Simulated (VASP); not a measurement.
# Zn3O4 (P6/mmm) in VASP: single point with PBE

Aim: the single point of Zn3O4 with PBE.

Program: VASP 6.6.1. These are calculated values, not measurements. Logs are shortened: lines on timing, memory, paths and dates and some standing lists are left out, and cuts for length are marked.

## 1. The cell of the first run

The structure is hexagonal, space group P6/mmm (No. 191). The conventional cell has a = 5.434 Å, b = 5.434 Å, c = 3.223 Å, α = 90.00°, β = 90.00°, γ = 120.00°. Around Zn (site symmetry mmm) lie 4 O at 2.25 Å. Around O (site symmetry 6mm) lie 1 O at 1.34 Å. O (site symmetry -6m2) is surrounded by 6 Zn at 2.25 Å.

The cell was built by a generator and needn't be a form met in nature.

## 2. Single point, PBE (species swapped into the Zr4Al3 type (P6/mmm, No. 191))

Contents of INCAR:

```
PREC     = Accurate       # precision mode
ENCUT    = 520            # plane-wave cutoff, eV
EDIFF    = 1E-6           # SCF threshold, eV
ISMEAR   = 0              # smearing method
SIGMA    = 0.1            # smearing width, eV
LREAL    = F              # projectors in reciprocal space
LASPH    = T              # aspherical terms in the spheres
NELM     = 100            # most SCF steps
ALGO     = Fast           # electronic algorithm
ISIF     = 2              # what is computed and relaxed
LWAVE    = F              # write WAVECAR
LCHARG   = F              # write CHGCAR
GGA      = PE             # functional
NBANDS   = 39             # bands
```

Contents of KPOINTS:

```
Automatic mesh
0
Gamma
  12 12 12
```

Contents of POSCAR:

```
Zn3O4
1.0
    5.4341990936      0.0000000000      0.0000000000
   -2.7170995468      4.7061544643      0.0000000000
    0.0000000000      0.0000000000      3.2227897439
Zn O
3 4
Direct
    0.0000000000      0.5000000000      0.0000000000
    0.5000000000      0.0000000000      0.0000000000
    0.5000000000      0.5000000000      0.0000000000
    0.0000000000      0.0000000000      0.2084283560
    0.0000000000      0.0000000000      0.7915716440
    0.3333333333      0.6666666667      0.5000000000
    0.6666666667      0.3333333333      0.5000000000
```

Potentials or basis: VASP PAW PBE potentials, release 64 (Zn, O).

Started as:

```sh
cat potpaw_PBE.64/Zn/POTCAR potpaw_PBE.64/O/POTCAR > POTCAR
mpirun -np 1 vasp_std > vasp.out
```

OUTCAR:

```text
PREC = Accurate
   ENCUT = 520
   EDIFF = 1E-6
   ISMEAR = 0
   LREAL = F
   LASPH = T
   NELM = 100
   ISIF = 2
   GGA = PE

 ion  position               nearest neighbor table
   1  0.000  0.500  0.000-   6 2.25   7 2.25   6 2.25   7 2.25   3 2.72   3 2.72   2 2.72   2 2.72

   2  0.500  0.000  0.000-   6 2.25   7 2.25   6 2.25   7 2.25   1 2.72   3 2.72   3 2.72   1 2.72

   3  0.500  0.500  0.000-   6 2.25   7 2.25   6 2.25   7 2.25   1 2.72   1 2.72   2 2.72   2 2.72

   4  0.000  0.000  0.208-   5 1.34   5 1.88
   5  0.000  0.000  0.792-   4 1.34   4 1.88
   6  0.333  0.667  0.500-   1 2.25   1 2.25   2 2.25   2 2.25   3 2.25   3 2.25
   7  0.667  0.333  0.500-   1 2.25   1 2.25   2 2.25   2 2.25   3 2.25   3 2.25

  LATTYP: Found a hexagonal cell.
 ALAT       =     5.4341990936
 C/A-ratio  =     0.5930569875

  Lattice vectors:

 A1 = (   5.4341990936,   0.0000000000,   0.0000000000)
 A2 = (  -2.7170995468,   4.7061544643,   0.0000000000)
 A3 = (   0.0000000000,   0.0000000000,   3.2227897439)

Analysis of symmetry for initial positions (statically):
=====================================================================
 Subroutine PRICEL returns:
 Original cell was already a primitive cell.

 Routine SETGRP: Setting up the symmetry group for a
 hexagonal supercell.

 Subroutine GETGRP returns: Found 24 space group operations
 (whereof 24 operations were pure point group operations)
 out of a pool of 24 trial point group operations.

The static configuration has the point symmetry D_6h.

Analysis of symmetry for dynamics (positions and initial velocities):
=====================================================================
 Subroutine PRICEL returns:
 Original cell was already a primitive cell.

 Routine SETGRP: Setting up the symmetry group for a
 hexagonal supercell.

 Subroutine GETGRP returns: Found 24 space group operations
 (whereof 24 operations were pure point group operations)
 out of a pool of 24 trial point group operations.

The dynamic configuration has the point symmetry D_6h.

 Subroutine INISYM returns: Found 24 space group operations
 (whereof 24 operations are pure point group operations),
 and found     1 'primitive' translations

----------------------------------------------------------------------------------------

                                     Primitive cell

  volume of cell :      82.4202

  direct lattice vectors                    reciprocal lattice vectors
     5.434199094  0.000000000  0.000000000     0.184019758  0.106243857  0.000000000
    -2.717099547  4.706154464  0.000000000     0.000000000  0.212487713  0.000000000
     0.000000000  0.000000000  3.222789744     0.000000000  0.000000000  0.310290177

  length of vectors
     5.434199094  5.434199094  3.222789744     0.212487713  0.212487713  0.310290177

  position of ions in fractional coordinates (direct lattice)
     0.000000000  0.500000000  0.000000000
     0.500000000  0.000000000  0.000000000
     0.500000000  0.500000000  0.000000000
     0.000000000  0.000000000  0.208428356
     0.000000000  0.000000000  0.791571644
     0.333333333  0.666666667  0.500000000
     0.666666667  0.333333333  0.500000000

  ion indices of the primitive-cell ions
   primitive index   ion index
                 1           1
                 2           2
                 3           3
                 4           4
                 5           5
                 6           6
                 7           7

----------------------------------------------------------------------------------------

 KPOINTS: Automatic mesh

Automatic generation of k-mesh.
 Grid dimensions read from file:
 generate k-points for:   12   12   12

 Generating k-lattice:

  Cartesian coordinates                     Fractional coordinates (reciprocal lattice)
     0.015334980  0.008853655  0.000000000     0.083333333  0.000000000  0.000000000
     0.000000000  0.017707309  0.000000000     0.000000000  0.083333333  0.000000000
     0.000000000  0.000000000  0.025857515     0.000000000  0.000000000  0.083333333

  Length of vectors
     0.017707309  0.017707309  0.025857515

  Shift w.r.t. Gamma in fractional coordinates (k-lattice)
     0.000000000  0.000000000  0.000000000

 Subroutine IBZKPT returns following result:
 ===========================================

 Found    133 irreducible k-points:

 Following reciprocal coordinates:
            Coordinates               Weight
  0.000000  0.000000  0.000000      1.000000
  0.083333  0.000000  0.000000      6.000000
  0.166667  0.000000  0.000000      6.000000
  0.250000  0.000000  0.000000      6.000000
  0.333333  0.000000  0.000000      6.000000
  0.416667  0.000000  0.000000      6.000000
[... 16 lines left out ...]
  0.250000  0.000000  0.083333     12.000000
  0.333333  0.000000  0.083333     12.000000
 [... further k-points ...]
   k-points           NKPTS =    133   k-points in BZ     NKDIM =    133   number of bands    NBANDS=     39
   number of dos      NEDOS =    301   number of ions     NIONS =      7
   total plane-waves  NPLWV =  38400
   dimension x,y,z NGX =    40 NGY =   40 NGZ =   24
   dimension x,y,z NGXF=    80 NGYF=   80 NGZF=   48
   ions per type =               3   4
   NGX,Y,Z   is equivalent  to a cutoff of  12.24, 12.24, 12.38 a.u.
   NGXF,Y,Z  is equivalent  to a cutoff of  24.47, 24.47, 24.76 a.u.
 SYSTEM =  unknown system
   PREC   = accura    normal or accurate (medium, high low for compatibility)
   ISTART =      0    job   : 0-new  1-cont  2-samecut
   ICHARG =      2    charge: 1-file 2-atom 10-const
   ISPIN  =      1    spin polarized calculation?
   LNONCOLLINEAR =      F non collinear calculations
   LSORBIT =      F    spin-orbit coupling
   LASPH  =      T    aspherical Exc in radial PAW
   ENCUT  =  520.0 eV  38.22 Ry    6.18 a.u.  10.10 10.10  5.99*2*pi/ulx,y,z
   NELM   =    100;   NELMIN=  2; NELMDL= -5     # of ELM steps
   EDIFF  = 0.1E-05   stopping-criterion for ELM
   LREAL  =      F    real-space projection
   EDIFFG = 0.1E-04   stopping-criterion for IOM
   NSW    =      0    number of steps for IOM
   IBRION =     -1    ionic relax: 0-MD 1-quasi-New 2-CG
   NFREE  =      0    steps in history (QN), initial steepest desc. (CG)
   ISIF   =      2    stress and relaxation
   ISYM   =      2    0-nonsym 1-usesym 2-fastsym
   POTIM  = 0.5000    time-step for ionic-motion
   TEBEG  =    0.0;   TEEND  =   0.0 temperature during run
   PSTRESS=    0.0 pullay stress
   NELECT =      60.0000    total number of electrons
   NUPDOWN=      -1.0000    fix difference up-down
   EMIN   =  10.00;   EMAX   =-10.00  energy-range for DOS
   EFERMI =   0.00;   METHOD = LEGACY
   ISMEAR =     0;   SIGMA  =   0.10  broadening in eV -4-tet -1-fermi 0-gaus
   EFERMI_NEDOS =   21; number of points for ismear=-14 and -15
   IALGO  =     68    algorithm
   IMIX   =      4    mixing-type and parameters
     AMIX     =   0.40;   BMIX     =  1.00
     AMIX_MAG =   1.60;   BMIX_MAG =  1.00
  volume/ion in A,a.u.               =      11.77        79.46
  Fermi-wavevector in a.u.,A,eV,Ry     =   1.472699  2.782998 29.508895  2.168843
  Thomas-Fermi vector in A             =   2.587682
   LORBIT       =      0    0 simple, 1 ext, 2 COOP (PROOUT), +10 PAW based schemes
   GGA     = PE    functional components
   LHFCALC =     F    Hartree Fock is set to
   AEXX    =    0.0000 exact exchange contribution
   IVDW    =     0    specifies the selected vdW correction
   LEPSILON=     F    determine dielectric tensor
   LRPA    =     F    only Hartree local field effects (RPA)
 non-spin polarized calculation
 RMM-DIIS sequential band-by-band and
 Gauss-broadening in eV      SIGMA  =   0.10
  energy-cutoff  :      520.00
  volume of cell :       82.42
 maximum number of plane-waves:      2244
   NGX = 21   NGY = 21   NGZ = 11

 number of electron      60.0000081 magnetization

 Free energy of the ion-electron system (eV)
  ---------------------------------------------------
  ext. energy  EPLUGINS =         0.00000000
  ---------------------------------------------------
  free energy    TOTEN  =       -25.03723343 eV

  energy without entropy =      -25.02326356  energy(sigma->0) =      -25.03024850

 E-fermi :   3.1346     XC(G=0): -11.0024

 val. band max:        3.1243876918   @ k =   0.3333   0.2500   0.4167
 cond. band min:       3.1566788614   @ k =   0.4167   0.0000   0.1667
 fundamental gap:      0.0322911696
 Fermi energy:         3.1345785904

 k-point     1 :       0.0000    0.0000    0.0000
  band No.  band energies     occupation
      1     -21.0740      2.00000
      2     -16.3501      2.00000
      3     -15.7361      2.00000
      4      -9.6901      2.00000
      5      -6.0836      2.00000
      6      -5.4090      2.00000
[... 31 lines left out ...]
     38      13.0963      0.00000
     39      13.7979      0.00000

 k-point     2 :       0.0833    0.0000    0.0000
  band No.  band energies     occupation
      1     -21.0734      2.00000
      2     -16.3421      2.00000
      3     -15.7462      2.00000
      4      -9.6905      2.00000
      5      -6.0852      2.00000
      6      -5.3961      2.00000
[... 31 lines left out ...]
     38      13.0994      0.00000
     39      13.9726      0.00000

 k-point     3 :       0.1667    0.0000    0.0000
  band No.  band energies     occupation
      1     -21.0718      2.00000
      2     -16.3189      2.00000
      3     -15.7755      2.00000
      4      -9.6913      2.00000
      5      -6.0902      2.00000
      6      -5.3578      2.00000
[... 832 lines left out ...]
 k-point    23 :       0.2500    0.0000    0.0833
  band No.  band energies     occupation
      1     -21.0364      2.00000
      2     -16.2533      2.00000
      3     -15.8089      2.00000
      4     -10.1283      2.00000
      5      -5.5585      2.00000
      6      -5.3127      2.00000
[... 31 lines left out ...]
     38      12.2352      0.00000
     39      12.8408      0.00000

 k-point    24 :       0.3333    0.0000    0.0833
  band No.  band energies     occupation
      1     -21.0343      2.00000
      2     -16.2084      2.00000
      3     -15.8616      2.00000
      4     -10.1302      2.00000
      5      -5.5684      2.00000
      6      -5.2677      2.00000
[... 31 lines left out ...]
     38      12.2305      0.00000
     39      12.8380      0.00000

 [... further k-points ...]

------------------------ aborting loop because EDIFF is reached ----------------------------------------

  FORCE on cell =-STRESS in cart. coord.  units (eV):
  Direction    XX          YY          ZZ          XY          YZ          ZX
  --------------------------------------------------------------------------------------
  -------------------------------------------------------------------------------------
  Total        0.1135221      0.1135221      0.6323532     -0.0000000      0.0000000     -0.0000000
  in kB        2.2067704      2.2067704     12.2923975     -0.0000000      0.0000000     -0.0000000
  external PRESSURE =       5.5686461 kB  Pullay stress =       0.0000000 kB

 VOLUME and BASIS-vectors are now :
 -----------------------------------------------------------------------------
  energy-cutoff  :      520.00
  volume of cell :       82.42
      direct lattice vectors                 reciprocal lattice vectors
     5.434199094  0.000000000  0.000000000     0.184019758  0.106243857  0.000000000
    -2.717099547  4.706154464  0.000000000     0.000000000  0.212487713  0.000000000
     0.000000000  0.000000000  3.222789744     0.000000000  0.000000000  0.310290177

 POSITION                                       TOTAL-FORCE (eV/Angst)
 -----------------------------------------------------------------------------------
     -1.35855      2.35308      0.00000         0.000000     -0.000000     -0.000000
      2.71710      0.00000      0.00000         0.000000     -0.000000     -0.000000
      1.35855      2.35308      0.00000         0.000000     -0.000000     -0.000000
      0.00000      0.00000      0.67172         0.000000     -0.000000      0.459614
      0.00000      0.00000      2.55107        -0.000000      0.000000     -0.459614
     -0.00000      3.13744      1.61139         0.000000     -0.000000     -0.000000
      2.71710      1.56872      1.61139         0.000000     -0.000000      0.000000
 -----------------------------------------------------------------------------------
    total drift:                               -0.000000      0.000000     -0.000000

  FREE ENERGIE OF THE ION-ELECTRON SYSTEM (eV)
  ---------------------------------------------------
  free  energy   TOTEN  =       -25.0372334319 eV

  energy  without entropy=      -25.0232635600  energy(sigma->0) =      -25.03024850
```

It took 2.5 min on 1 thread of Intel Xeon 6975P-C (Granite Rapids), shared host; peak memory 0.42 GiB.

Results:

```yaml
Free_energy: -25.0372 eV
Pressure: 0.6 GPa
Largest_force: 0.460 eV/Å
Band_gap_on_the_k_mesh: none (metal or under the smearing width)
```

Forces on the atoms (eV/Å):
```
Zn   0.000  0.000  0.000
Zn   0.000  0.000  0.000
Zn   0.000  0.000  0.000
O    0.000  0.000  0.460
O    0.000  0.000 -0.460
O    0.000  0.000  0.000
O    0.000  0.000  0.000
```

Stress tensor (GPa, compression positive):
```
0.22 0.00 0.00
0.00 0.22 0.00
0.00 0.00 1.23
```
